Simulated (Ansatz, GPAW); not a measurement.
# Geometry or basis: what sets the conductance of benzene-1,4-dithiol between two Pt chains, part 3 of 4

How well does benzene-1,4-dithiol between two Pt chains conduct once its atoms have relaxed, and how much do cheaper levels lose?

GPAW 26.7.0 and Ansatz 0.2.0; Ansatz plane waves; relaxation of the junction with the lead ends held; PAW set soft_1 (the session's first sound run).

So far, transmission at the Fermi level (one spin): step 3 (plane-wave reference (PBE)) 0.393. Also conductance of the perfect lead (G₀): step 3 4.00.

### 4. Double-zeta polarised basis

Localised orbitals split the wire into layers that couple to their neighbours alone, which is what the Green's function method needs; double zeta with polarisation is the usual level for numbers.

This step: GPAW LCAO, PAW setups; Landauer transmission from Green's functions with principal layers (ASE), zero bias (GPAW 26.7.0).

Contents of run.py:

```python
import json
import numpy as np
from ase import Atoms
from ase.transport.calculators import TransportCalculator
from gpaw import GPAW, FermiDirac
from gpaw.lcao.tools import get_lcao_hamiltonian
from scipy.linalg import eigh

# The junction with lead layers at both ends, along the third cell vector
device = Atoms(
    ['Pt', 'Pt', 'Pt', 'Pt', 'Pt', 'Pt', 'Pt', 'Pt', 'S', 'H', 'C', 'C', 'H', 'C', 'C', 'H', 'C', 'C', 'H', 'S', 'Pt', 'Pt', 'Pt', 'Pt', 'Pt', 'Pt', 'Pt', 'Pt'],
    positions=[
        [5.72020, 4.50000, 1.20000],
        [5.72020, 4.50000, 3.60000],
        [5.72020, 4.50000, 6.00000],
        [5.72020, 4.50000, 8.40000],
        [5.72020, 4.50000, 10.80000],
        [5.72020, 4.50000, 13.20000],
        [4.65782, 4.82467, 15.31948],
        [5.41032, 4.60437, 17.62276],
        [4.38169, 4.67697, 19.54324],
        [7.28731, 4.71046, 20.47342],
        [5.20091, 4.70024, 21.08290],
        [6.60065, 4.70629, 21.31998],
        [3.25899, 4.70739, 22.06003],
        [4.33753, 4.70511, 22.22256],
        [7.09471, 4.71144, 22.61032],
        [8.17323, 4.71895, 22.77277],
        [4.83160, 4.70267, 23.51287],
        [6.23138, 4.70311, 23.75001],
        [4.14491, 4.70393, 24.35941],
        [7.05097, 4.68339, 25.28975],
        [6.02403, 4.60610, 27.21093],
        [6.77829, 4.83542, 29.51303],
        [5.72020, 4.50000, 31.63396],
        [5.72020, 4.50000, 34.03396],
        [5.72020, 4.50000, 36.43396],
        [5.72020, 4.50000, 38.83396],
        [5.72020, 4.50000, 41.23396],
        [5.72020, 4.50000, 43.63396]],
    cell=[[11.4404, 0.0, 0.0], [0.0, 9.0, 0.0], [0.0, 0.0, 44.83396]],
    pbc=True)

# One principal layer of the lead: the first 5 atoms of the device
lead = Atoms(
    ['Pt', 'Pt', 'Pt', 'Pt', 'Pt'],
    positions=[
        [5.72020, 4.50000, 1.20000],
        [5.72020, 4.50000, 3.60000],
        [5.72020, 4.50000, 6.00000],
        [5.72020, 4.50000, 8.40000],
        [5.72020, 4.50000, 10.80000]],
    cell=[[11.4404, 0.0, 0.0], [0.0, 9.0, 0.0], [0.0, 0.0, 12.0]],
    pbc=True)

settings = dict(mode='lcao', basis='dzp', xc='PBE', h=0.2,
                occupations=FermiDirac(0.1), maxiter=250,
                mixer=dict(beta=0.1, nmaxold=8, weight=100.0),
                convergence=dict(density=0.0001))
energies = np.arange(-2, 2 + 1e-9, 0.025)
eta = 0.0001
n1, n2 = 1, 1
# k and -k transmit alike, so half of the mesh across the current serves
mesh = [(i, j) for i in range(n1) for j in range(n2) if (i, j) <= (-i % n1, -j % n2)]
weights = np.array([1 if (i, j) == (-i % n1, -j % n2) else 2 for i, j in mesh]) / (n1 * n2)

# [... helper functions left out ...]
fermi_lead = ground_state(lead, (1, 1, 10), 'lead.txt')
fermi_device = ground_state(device, (1, 1, 2), 'device.txt')
# [... loop over the mesh left out, but for ...]
        # Shift the lead onto the potential of the device's first layer
        shift = ((H[:, 0, 0] - H0[:, 0, 0]) / S0[0, 0]).real.mean()
# [...]
kT = 8.617333e-5 * 300
bias = [0.1, 0.2, 0.5, 1.0, 1.5, 2.0]
# [... integrals and printing left out ...]
```

Launch:

```bash
$ OMP_NUM_THREADS=1 OPENBLAS_NUM_THREADS=1 python run.py
```

Numbers of over 12 decimals in the logs are rounded to 6 here.

Log:

```text
basis functions: device 556, principal layer 135
Fermi level: lead -4.8237 eV, device -4.5083 eV; lead shifted by 0.0014 eV
largest coupling past the next layer 8.09e-06 eV, largest misfit of the first layer 0.118 eV
  E-E_F (eV)   T (one spin)  [channel counts left out]
    -2.000    9.5740e-01
    -1.975    9.5709e-01
    -1.950    9.5748e-01
    -1.925    9.5845e-01
    -1.900    9.5990e-01
    -1.875    9.6173e-01
    -1.850    9.6387e-01
    -1.825    9.6627e-01
    -1.800    9.6892e-01
    -1.775    9.7185e-01
    -1.750    9.7517e-01
    -1.725    9.7908e-01
    -1.700    9.8385e-01
    -1.675    9.8979e-01
    -1.650    9.9696e-01
    -1.625    1.0039e+00
[...]
1.825    2.5549e-04
     1.850    2.4637e-04
     1.875    2.3749e-04
     1.900    2.2881e-04
     1.925    2.2028e-04
     1.950    2.1187e-04
     1.975    2.0352e-04
     2.000    1.9521e-04
conductance at 300 K: 0.39176 G0 a cell; thermopower 54.29 uV/K
current from the zero-bias T(E) at 0.1 V: 3.1327 uA
current from the zero-bias T(E) at 0.2 V: 6.7593 uA
current from the zero-bias T(E) at 0.5 V: 20.065 uA
current from the zero-bias T(E) at 1.0 V: 47.066 uA
current from the zero-bias T(E) at 1.5 V: 61.991 uA
current from the zero-bias T(E) at 2.0 V: 67.639 uA
```

Elapsed: 5 min, on 1 thread of Arm Neoverse V2, shared host; peak memory 1.9 GiB.

This step gave:

```yaml
conductance: 0.3918 G₀
thermopower: 54.29 μV/K
largest_coupling_past_the_next_principal_layer: 8.09e-6 eV
largest_misfit_of_the_first_principal_layer: 0.1183 eV
shift_that_aligns_the_lead: 0.001378 eV
basis_functions_of_the_junction: 556
basis_functions_of_a_principal_layer: 135
transmission_at_the_fermi_level_one_spin: 0.3537
```

One spin. Transmission, zone mean against energy, zero at the Fermi level:

```csv
energy (eV),"transmission, zone mean"
-2.000,0.957
-1.900,0.960
-1.800,0.969
-1.700,0.984
-1.625,1.00
-1.600,1.00
-1.500,0.882
-1.400,0.690
-1.300,0.424
-1.200,0.163
-1.100,0.0991
-1.000,0.138
-0.900,0.228
-0.800,0.398
-0.700,0.595
-0.600,0.787
-0.500,0.997
-0.400,0.871
-0.300,0.966
-0.275,0.996
-0.200,0.912
-0.150,0.998
-0.100,0.845
0.000,0.354
0.100,0.212
0.200,0.215
0.300,0.423
0.375,0.996
0.400,0.768
0.500,0.0809
0.600,0.0191
0.700,0.00920
0.800,0.00376
0.900,0.00213
1.000,0.00142
1.100,0.00102
1.200,7.8e-4
1.300,6.2e-4
1.400,5.0e-4
1.500,4.2e-4
1.600,3.6e-4
1.700,3.1e-4
1.800,2.6e-4
1.900,2.3e-4
2.000,2.0e-4
```

Not self-consistent under bias; the bias window is split evenly. The current through one cell, from the zero-bias transmission by bias:

```csv
bias (V),"current through one cell, from the zero-bias transmission (μA)"
0.100,3.13
0.200,6.76
0.500,20.1
1.000,47.1
1.500,62.0
2.000,67.6
```

Table of transmission of the three most open eigenchannels by energy, zero at the Fermi level:

```csv
energy (eV),channel 1,channel 2,channel 3
-2.000,0.952,0.00526,2.7e-5
-1.900,0.952,0.00810,4.6e-5
-1.800,0.954,0.0151,7.8e-5
-1.700,0.948,0.0357,1.3e-4
-1.600,0.913,0.0897,2.0e-4
-1.500,0.836,0.0464,2.9e-4
-1.400,0.657,0.0329,4.5e-4
-1.300,0.417,0.00626,9.1e-4
-1.200,0.155,0.00517,0.00281
-1.100,0.0776,0.0188,0.00259
-1.000,0.0917,0.0439,0.00211
-0.900,0.214,0.0114,0.00298
-0.800,0.390,0.00396,0.00385
-0.700,0.588,0.00462,0.00174
-0.600,0.781,0.00542,8.8e-4
-0.500,0.991,0.00551,4.7e-4
-0.400,0.866,0.00434,2.7e-4
-0.300,0.961,0.00444,1.2e-4
-0.200,0.910,0.00167,4.9e-4
-0.100,0.843,0.00193,4.9e-5
0.000,0.351,0.00217,2.2e-5
0.100,0.210,0.00231,1.1e-5
0.200,0.212,0.00239,4.3e-6
0.300,0.421,0.00226,6.6e-7
0.400,0.765,0.00230,2.8e-7
0.500,0.0784,0.00253,1.2e-7
0.600,0.0166,0.00249,4.3e-8
0.700,0.00845,7.5e-4,7.6e-9
0.800,0.00376,2.2e-12,0
0.900,0.00213,0,0
1.000,0.00142,0,0
1.100,0.00102,0,0
1.200,7.8e-4,0,0
1.300,6.2e-4,0,0
1.400,5.0e-4,0,0
1.500,4.2e-4,0,0
1.600,3.6e-4,1.1e-12,0
1.700,3.1e-4,1.2e-12,0
1.800,2.6e-4,1.3e-12,0
1.900,2.3e-4,1.4e-12,0
2.000,2.0e-4,1.4e-12,0
```

At the Fermi level T is 0.354 against 0.393 in plane waves. Couplings past the next layer reach 8.1e-6 eV, small enough to drop; the matrix elements of the cell's first layer differ from the bulk lead's by up to 0.12 eV. That layer keeps its own values in the calculation, and only beyond it is the lead taken as perfect. The Fermi levels of lead and junction count from different zeros of potential, one for each periodic cell; with both set to zero, the small remaining shift is what aligns them. Without spin-orbit coupling, which is large for these atoms, channel counts and T are those of the scalar-relativistic bands. By hand: G = 0.3918 × 77.48 μS = 30.4 μS, a resistance of 32.9 kΩ; at 0.1 V a linear junction would pass 3.04 μA, and the integral over the bias window gives 3.13 μA. Mott's formula, S = -(π²/3)(k_B²T/e) d ln T/dE, has the prefactor 7.33 μV/K·eV at 300 K; T = 0.4352 at -0.025 eV and 0.2963 at 0.025 eV give a slope of -7.68 per eV and S = 56.3 μV/K, beside 54.3 μV/K from the thermal integral, which interpolates the same grid.

### 5. Single-zeta polarised basis

One radial function a shell plus polarisation makes the matrices smaller; the question is what that costs.

Edit run.py of step 4 so:

```diff
@@ -55,3 +55,3 @@
 
-settings = dict(mode='lcao', basis='dzp', xc='PBE', h=0.2,
+settings = dict(mode='lcao', basis='szp(dzp)', xc='PBE', h=0.2,
                 occupations=FermiDirac(0.1), maxiter=250,
```

Log:

```text
basis functions: device 328, principal layer 75
Fermi level: lead -4.9511 eV, device -4.7824 eV; lead shifted by 0.0010 eV
largest coupling past the next layer 8.13e-06 eV, largest misfit of the first layer 0.126 eV
  E-E_F (eV)   T (one spin)  channels
    -2.000    8.0871e-01    3.0000
    -1.975    8.0858e-01    3.0000
    -1.950    8.0903e-01    3.0000
[...]
1.975    2.4154e-04    1.0000
     2.000    2.3390e-04    1.0000
conductance at 300 K: 0.33514 G0 a cell; thermopower 48.02 uV/K
current from the zero-bias T(E) at 0.1 V: 2.69 uA
current from the zero-bias T(E) at 0.2 V: 5.9043 uA
current from the zero-bias T(E) at 0.5 V: 19.991 uA
current from the zero-bias T(E) at 1.0 V: 44.827 uA
current from the zero-bias T(E) at 1.5 V: 59.896 uA
current from the zero-bias T(E) at 2.0 V: 64.542 uA
```

Wall time 2.6 min (1 thread); peak memory 1.8 GiB.

This step gave:

| Property | Result |
| --- | --- |
| conductance | 0.3351 G₀ |
| thermopower | 48.02 μV/K |
| largest coupling past the next principal layer | 8.13e-6 eV |
| largest misfit of the first principal layer | 0.1258 eV |
| shift that aligns the lead | 0.001013 eV |
| basis functions of the junction | 328 |
| basis functions of a principal layer | 75 |
| transmission at the Fermi level (one spin) | 0.3016 |

The conductance, 0.335 G₀, lies 14 % below that of the dzp run.

### 6. Minimal basis

One function for each valence shell of the setup, as for a first survey of a large system.

Edit run.py of step 5 so:

```diff
@@ -55,3 +55,3 @@
 
-settings = dict(mode='lcao', basis='szp(dzp)', xc='PBE', h=0.2,
+settings = dict(mode='lcao', basis='sz(dzp)', xc='PBE', h=0.2,
                 occupations=FermiDirac(0.1), maxiter=250,
```

Log:

```text
basis functions: device 228, principal layer 60
Fermi level: lead -4.9706 eV, device -4.8481 eV; lead shifted by 0.0029 eV
largest coupling past the next layer 8.11e-06 eV, largest misfit of the first layer 0.050 eV
  E-E_F (eV)   T (one spin)  [channel counts left out]
    -2.000    8.2443e-01
    -1.975    8.2535e-01
    -1.950    8.2657e-01
[...]
1.975    6.5868e-05
     2.000    6.1264e-05
conductance at 300 K: 0.35183 G0 a cell; thermopower 42.2 uV/K
current from the zero-bias T(E) at 0.1 V: 2.8316 uA
current from the zero-bias T(E) at 0.2 V: 6.264 uA
current from the zero-bias T(E) at 0.5 V: 22.298 uA
current from the zero-bias T(E) at 1.0 V: 44.741 uA
current from the zero-bias T(E) at 1.5 V: 53.592 uA
current from the zero-bias T(E) at 2.0 V: 55.622 uA
```

Elapsed: 2.2 min, on 1 thread; peak memory 1.8 GiB.

This step gave:

| Quantity | Value |
| --- | --- |
| conductance | 0.3518 G₀ |
| thermopower | 42.20 μV/K |
| largest coupling past the next principal layer | 8.11e-6 eV |
| largest misfit of the first principal layer | 0.04985 eV |
| shift that aligns the lead | 0.002858 eV |
| basis functions of the junction | 228 |
| basis functions of a principal layer | 60 |
| transmission at the Fermi level (one spin) | 0.3141 |

The conductance, 0.352 G₀, lies 10 % below that of the dzp run.

### 7. revPBE in the dzp basis: xc = "revPBE"

Back in the dzp basis, the functional changes from PBE to revPBE, to set the spread between functionals beside that between bases.

Edit run.py of step 6 so:

```diff
@@ -55,3 +55,3 @@
 
-settings = dict(mode='lcao', basis='sz(dzp)', xc='PBE', h=0.2,
+settings = dict(mode='lcao', basis='dzp', xc='revPBE', h=0.2,
                 occupations=FermiDirac(0.1), maxiter=250,
```

Log:

```text
basis functions: device 556, principal layer 135
Fermi level: lead -4.7265 eV, device -4.4152 eV; lead shifted by 0.0010 eV
largest coupling past the next layer 8.03e-06 eV, largest misfit of the first layer 0.118 eV
  E-E_F (eV)   T (one spin)  [channel counts left out]
    -2.000    9.5921e-01
    -1.975    9.5884e-01
    -1.950    9.5911e-01
[...]
1.975    1.9799e-04
     2.000    1.9003e-04
conductance at 300 K: 0.39349 G0 a cell; thermopower 52.78 uV/K
current from the zero-bias T(E) at 0.1 V: 3.1435 uA
current from the zero-bias T(E) at 0.2 V: 6.7723 uA
current from the zero-bias T(E) at 0.5 V: 20.145 uA
current from the zero-bias T(E) at 1.0 V: 47.161 uA
current from the zero-bias T(E) at 1.5 V: 62.317 uA
current from the zero-bias T(E) at 2.0 V: 68.169 uA
```

It took 4.8 min on 1 thread; peak memory 1.9 GiB.

This step gave:

```yaml
conductance: 0.3935 G₀
thermopower: 52.78 μV/K
largest_coupling_past_the_next_principal_layer: 8.03e-6 eV
largest_misfit_of_the_first_principal_layer: 0.1181 eV
shift_that_aligns_the_lead: 9.96e-4 eV
basis_functions_of_the_junction: 556
basis_functions_of_a_principal_layer: 135
transmission_at_the_fermi_level_one_spin: 0.3567
```

The conductance, 0.393 G₀, lies 0.4 % above that of the dzp run.

### 8. Without the relaxation: geometry = "as built"

The dzp basis with PBE on the structure as first built shows what the relaxation was worth.

Edit run.py of step 7 so:

```diff
@@ -18,18 +18,18 @@
         [5.72020, 4.50000, 13.20000],
-        [4.65782, 4.82467, 15.31948],
-        [5.41032, 4.60437, 17.62276],
-        [4.38169, 4.67697, 19.54324],
-        [7.28731, 4.71046, 20.47342],
-        [5.20091, 4.70024, 21.08290],
-        [6.60065, 4.70629, 21.31998],
-        [3.25899, 4.70739, 22.06003],
-        [4.33753, 4.70511, 22.22256],
-        [7.09471, 4.71144, 22.61032],
-        [8.17323, 4.71895, 22.77277],
-        [4.83160, 4.70267, 23.51287],
-        [6.23138, 4.70311, 23.75001],
-        [4.14491, 4.70393, 24.35941],
-        [7.05097, 4.68339, 25.28975],
-        [6.02403, 4.60610, 27.21093],
-        [6.77829, 4.83542, 29.51303],
+        [5.72020, 4.50000, 15.60000],
+        [5.72020, 4.50000, 18.00000],
+        [4.39437, 5.70120, 19.52375],
+        [7.18227, 5.70963, 20.41153],
+        [5.14236, 5.69055, 21.13728],
+        [6.53168, 5.69745, 21.28240],
+        [3.25000, 5.70570, 22.18264],
+        [4.33371, 5.69756, 22.27642],
+        [7.10668, 5.69756, 22.55753],
+        [8.19039, 5.70570, 22.65132],
+        [4.90872, 5.69745, 23.55156],
+        [6.29803, 5.69055, 23.69667],
+        [4.25812, 5.70963, 24.42243],
+        [7.04602, 5.70120, 25.31021],
+        [5.72020, 4.50000, 26.83396],
+        [5.72020, 4.50000, 29.23396],
         [5.72020, 4.50000, 31.63396],
@@ -55,3 +55,3 @@
 
-settings = dict(mode='lcao', basis='dzp', xc='revPBE', h=0.2,
+settings = dict(mode='lcao', basis='dzp', xc='PBE', h=0.2,
                 occupations=FermiDirac(0.1), maxiter=250,
```

Log:

```text
basis functions: device 556, principal layer 135
Fermi level: lead -4.8237 eV, device -4.5467 eV; lead shifted by -0.0026 eV
largest coupling past the next layer 8.09e-06 eV, largest misfit of the first layer 0.059 eV
  E-E_F (eV)   T (one spin)  [channel counts left out]
    -2.000    9.9208e-01
    -1.975    9.9517e-01
    -1.950    1.4218e+00
[...]
1.975    9.7234e-03
     2.000    9.8094e-03
conductance at 300 K: 0.89663 G0 a cell; thermopower 14.46 uV/K
current from the zero-bias T(E) at 0.1 V: 6.8678 uA
current from the zero-bias T(E) at 0.2 V: 13.273 uA
current from the zero-bias T(E) at 0.5 V: 27.032 uA
current from the zero-bias T(E) at 1.0 V: 47.415 uA
current from the zero-bias T(E) at 1.5 V: 67.479 uA
current from the zero-bias T(E) at 2.0 V: 79.981 uA
```

The job ended after 4.1 min (1 thread; peak memory 1.9 GiB).

This step gave:

| Property | Result |
| --- | --- |
| conductance | 0.8966 G₀ |
| thermopower | 14.46 μV/K |
| largest coupling past the next principal layer | 8.09e-6 eV |
| largest misfit of the first principal layer | 0.05900 eV |
| shift that aligns the lead | -0.002617 eV |
| transmission at the Fermi level (one spin) | 0.9257 |

One spin. Transmission, zone mean against energy, zero at the Fermi level:

```csv
energy (eV),"transmission, zone mean"
-2.000,0.992
-1.950,1.42
-1.800,0.938
-1.600,0.974
-1.400,0.925
-1.200,0.339
-1.000,0.403
-0.800,0.710
-0.600,0.997
-0.400,1.00
-0.375,1.01
-0.200,0.619
-0.050,1.00
0.000,0.926
0.200,0.395
0.400,0.163
0.600,0.0892
0.800,0.0645
1.000,0.0383
1.200,0.0234
1.400,0.0155
1.600,0.0115
1.800,0.00984
2.000,0.00981
```

The conductance, 0.897 G₀, lies 129 % above that of the dzp run.

### 9. Cost and result by level

Times are wall times on the hardware named with each run. The runs compared:

```csv
no.,run,conductance (G₀),time,memory (GiB)
1,pw PBE,0.4198,70 min,7.3
2,dzp,0.3918,5 min,1.9
3,szp,0.3351,2.6 min,1.8
4,sz,0.3518,2.2 min,1.8
5,dzp revPBE,0.3935,4.8 min,1.9
6,asbuilt,0.8966,4.1 min,1.9
```

### 10. Comparison

The curves are compared point by point over the common energies.

This step: comparison of transmission and cost over codes, levels and geometry; PAW set soft_1 (GPAW 26.7.0).

Ladder, by row:

```csv
step,code,T at the Fermi level (sum over the listed spins),conductance (G0),r.m.s. T(E) from the first,wall time (s),peak memory (GiB),threads
pw-pbe,Ansatz,0.3927,0.4198,0,4204,7.258,4
dzp,GPAW,0.3537,0.3918,0.101,301.9,1.92,1
szp,GPAW,0.3016,0.3351,0.1626,158.8,1.84,1
sz,GPAW,0.314,0.3518,0.2293,132.5,1.77,1
dzp-revPBE,GPAW,0.3567,0.3935,0.09941,287.7,1.92,1
asbuilt,GPAW,0.9257,0.8966,0.2068,247.4,1.92,1
```

Transmission, zone mean, sum over the listed spins against energy, zero at the Fermi level:

```csv
energy (eV),pw-pbe,dzp,szp,sz,dzp-revPBE,asbuilt
-2.000,0.976,0.957,0.809,0.824,0.959,0.992
-1.900,0.975,0.960,0.811,0.829,0.961,0.967
-1.800,0.974,0.969,0.814,0.832,0.968,0.938
-1.700,0.974,0.984,0.808,0.827,0.979,0.946
-1.625,0.984,1.00,0.797,0.813,0.993,0.966
-1.600,0.889,1.00,0.792,0.805,0.995,0.974
-1.500,0.756,0.882,0.734,0.678,0.877,0.998
-1.425,0.709,0.754,0.593,0.605,0.749,0.972
-1.400,0.538,0.690,0.552,0.565,0.684,0.925
-1.300,0.173,0.424,0.363,0.402,0.423,0.388
-1.200,0.0868,0.163,0.145,0.188,0.154,0.339
-1.100,0.144,0.0991,0.0758,0.0830,0.0989,0.278
-1.000,0.248,0.138,0.0901,0.0546,0.139,0.403
-0.900,0.488,0.228,0.165,0.0823,0.236,0.542
-0.800,0.648,0.398,0.343,0.132,0.415,0.710
-0.700,0.705,0.595,0.618,0.239,0.618,0.895
-0.600,0.953,0.787,0.838,0.457,0.795,0.997
-0.550,1.00,0.900,0.965,0.653,0.911,1.01
-0.525,0.975,0.959,1.00,0.785,0.970,1.01
-0.500,0.945,0.997,0.989,0.914,1.000,1.01
-0.400,0.980,0.871,0.832,0.914,0.870,1.00
-0.375,1.00,0.874,0.850,0.895,0.880,1.01
-0.300,0.886,0.966,0.969,0.952,0.974,0.659
-0.275,0.878,0.996,0.974,0.997,0.970,0.375
-0.200,0.981,0.912,0.968,0.963,0.920,0.619
-0.175,1.00,0.964,0.998,0.994,0.971,0.715
-0.150,0.977,0.998,0.969,0.978,0.998,0.811
-0.100,0.785,0.845,0.704,0.722,0.835,0.962
0.000,0.393,0.354,0.302,0.314,0.357,0.926
0.100,0.251,0.212,0.217,0.262,0.218,0.636
0.200,0.238,0.215,0.296,0.543,0.222,0.395
0.250,0.277,0.271,0.486,0.986,0.281,0.310
0.300,0.381,0.423,0.941,0.459,0.441,0.242
0.400,0.996,0.768,0.159,0.0451,0.737,0.163
0.500,0.142,0.0809,0.0265,0.0109,0.0779,0.117
0.600,0.0283,0.0191,0.0103,0.00513,0.0184,0.0892
0.700,0.0110,0.00920,0.00698,0.00344,0.00890,0.0727
0.800,0.00741,0.00376,0.00334,0.00177,0.00373,0.0645
0.900,0.00291,0.00213,0.00210,0.00111,0.00212,0.0498
1.000,0.00181,0.00142,0.00146,7.5e-4,0.00141,0.0383
1.100,0.00126,0.00102,0.00108,5.4e-4,0.00102,0.0297
1.200,9.3e-4,7.8e-4,8.4e-4,4.1e-4,7.7e-4,0.0234
1.300,7.2e-4,6.2e-4,6.7e-4,3.1e-4,6.1e-4,0.0188
1.400,5.8e-4,5.0e-4,5.5e-4,2.5e-4,5.0e-4,0.0155
1.500,4.8e-4,4.2e-4,4.6e-4,2.0e-4,4.1e-4,0.0132
1.600,4.0e-4,3.6e-4,4.0e-4,1.6e-4,3.5e-4,0.0115
1.700,3.4e-4,3.1e-4,3.4e-4,1.3e-4,3.0e-4,0.0105
1.800,2.9e-4,2.6e-4,3.0e-4,1.0e-4,2.6e-4,0.00984
1.900,2.4e-4,2.3e-4,2.7e-4,8.0e-5,2.2e-4,0.00962
2.000,2.1e-4,2.0e-4,2.3e-4,6.1e-5,1.9e-4,0.00981
```

(Continued in part 4 of 4.)

[Logs are printed without paths, hosts, clocks, repeated set-up lines and the standing remarks that a program may print on its own settings, such as how far it seeks lower states.]

[Hosts, paths, dates, database ids (printed as entryN), source tags and the programs' standing remarks are cut or masked in the printed files.]
